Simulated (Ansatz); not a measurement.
Ag in Ansatz: the effect of functional

Ag:

```
Ag
1.0
     0.00000    2.08281    2.08281
     2.08281    0.00000    2.08281
     2.08281    2.08281    0.00000
Ag
1
Cartesian
  0.0000 0.0000 0.0000
```

The cell isn't the ideal one: volume scaled by 1.06.

Alike in all runs:

* Program: Ansatz 0.2.0
* Task: single point
* Potentials or basis: Ansatz PAW
* k mesh: 11 × 11 × 11
* Occupations: fermi-dirac, width 0.05 eV
* Spin: no spin polarisation

One run gave: pressure -1.3 GPa. Which functional did it use?
A. PBE
B. r2SCAN
C. LDA

A.

```tsv
functional	cutoff	pressure (GPa)
LDA	420 eV (not typed: the program's choice for these potentials)	-12.1
r2SCAN	500 eV (not typed: the program's choice for these potentials)	-4.1
PBE	420 eV (not typed: the program's choice for these potentials)	-1.3
```

Caveats: the PAW data sets come from PBE, with cores solved anew for the run's functional, which leaves a small shift of forces and pressure (some runs).
